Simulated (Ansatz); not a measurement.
# Ti3H: the cost of one run

Computed with Ansatz 0.2.0 (DFT PBE, scalar-relativistic, plane waves, PAW, unless a step's input says otherwise).

23 further runs of the same task are left out: 23 set aside as unsound or not needed. Runs told in other sessions of the task aren't counted.

## Step 1: The starting structure

It takes space group Cm (No. 8, monoclinic). Conventional cell: a = 7.974 Å, b = 4.604 Å, c = 22.497 Å, α = 90.00°, β = 90.00°, γ = 90.00°. Ti (site symmetry m) has 4 Ti at 2.71 to 2.82 Å in its first shell of neighbours. Ti (site symmetry m) is surrounded by 7 Ti at 2.49 to 2.82 Å. Ti (site symmetry m) has 7 Ti at 2.62 to 2.82 Å in its first shell of neighbours. Ti (site symmetry m) has 7 Ti at 2.71 to 2.78 Å in its first shell of neighbours. Ti (site symmetry m) is surrounded by 7 Ti at 2.49 to 2.86 Å and 2 H at 2.82 Å. Around Ti (site symmetry m) lie 4 Ti at 2.62 to 2.86 Å and 1 H at 2.86 Å. H (site symmetry m) is surrounded by 1 H at 0.75 Å.

As a file:

```cif
data_structure
_symmetry_space_group_name_H-M 'Cm'
_symmetry_Int_Tables_number 8
_cell_length_a 7.9739
_cell_length_b 4.6037
_cell_length_c 22.4968
_cell_angle_alpha 90.000
_cell_angle_beta 90.000
_cell_angle_gamma 90.000
_cell_volume 825.85
loop_
_atom_site_label
_atom_site_type_symbol
_atom_site_symmetry_multiplicity
_atom_site_Wyckoff_symbol
_atom_site_fract_x
_atom_site_fract_y
_atom_site_fract_z
_atom_site_occupancy
Ti1 Ti 2 a 0.16667 0.50000 0.17780 1
Ti2 Ti 2 a 0.83333 0.50000 0.21957 1
Ti3 Ti 2 a 0.00000 0.00000 0.26135 1
Ti4 Ti 2 a 0.16667 0.50000 0.29805 1
Ti5 Ti 2 a 0.83333 0.50000 0.33046 1
Ti6 Ti 2 a 0.00000 0.00000 0.37769 1
H1 H 2 a 0.78630 0.50000 0.45459 1
H2 H 2 a 0.88036 0.50000 0.45459 1
```

This is the geometry of the first run shown, built on a cell relaxed beforehand with the same method.

## Step 2: The scan

Atoms count from 1 in the order of the input.

H2 lies flat over one site of a rigid substrate while its bond length and height are varied.

First coordinate, distance H7-H8: 8 values from 0.650 to 2.650 Å. Second coordinate, height of the H2 axis above the plane of Ti6: 9 values from 0.45 to 3.60 Å.

Nothing else is relaxed. Points are written as (first, second).

## Step 3: The run at (0.750 Å, 1.73 Å)

A dipole layer in the vacuum cancels the field that periodic copies would set up if the slab's two faces differ.

The input, input.yaml:

```yaml
crystal:
  lattice:
    - [4.6037402166, 0.0, 0.0]
    - [-2.3018701083, 3.98695598, 0.0]
    - [0.0, 0.0, 22.4968207969]
  atoms:
    - { symbol: Ti, position: [0.6666666667, 0.3333333333, 0.177802901] }
    - { symbol: Ti, position: [0.3333333333, 0.6666666667, 0.2195747826] }
    - { symbol: Ti, position: [0.0, 0.0, 0.2613466643] }
    - { symbol: Ti, position: [0.6666666667, 0.3333333333, 0.2980472831] }
    - { symbol: Ti, position: [0.3333333333, 0.6666666667, 0.3304570154] }
    - { symbol: Ti, position: [0.0, 0.0, 0.3776898467] }
    - { symbol: H, position: [0.2863049736, 0.7136950264, 0.4545896013] }
    - { symbol: H, position: [0.380361693, 0.619638307, 0.4545896013] }
basis:
  ecutwfc: 420
kpoints:
  mp_grid: { grid: [6, 6, 1] }
hamiltonian:
  xc: pbe
  pseudopotentials: { kind: paw, azcp: { folder: soft_1 } }
scf:
  occupations: { method: gaussian, width: 0.1 }
output:
  forces: true
  eigenvalues: true
  write_density: true
  write_potential: true
  elf: true
  volumetric_format: npy
efield:
  axis: 3
  dipole_correction: true
  ramp_width: 0.04
```

The run is started by

```console
ansatz run input.yaml --threads 1 --pin off --max-ram 3072MiB --backend cpu --events-out ev --progress --plain --runs-dir out
```

**Question.** How long does this run take on 1 thread of Intel Xeon Platinum 8488C (Sapphire Rapids), shared host, and how much memory does it need?

About 40 s, with a peak of 0.63 GiB.
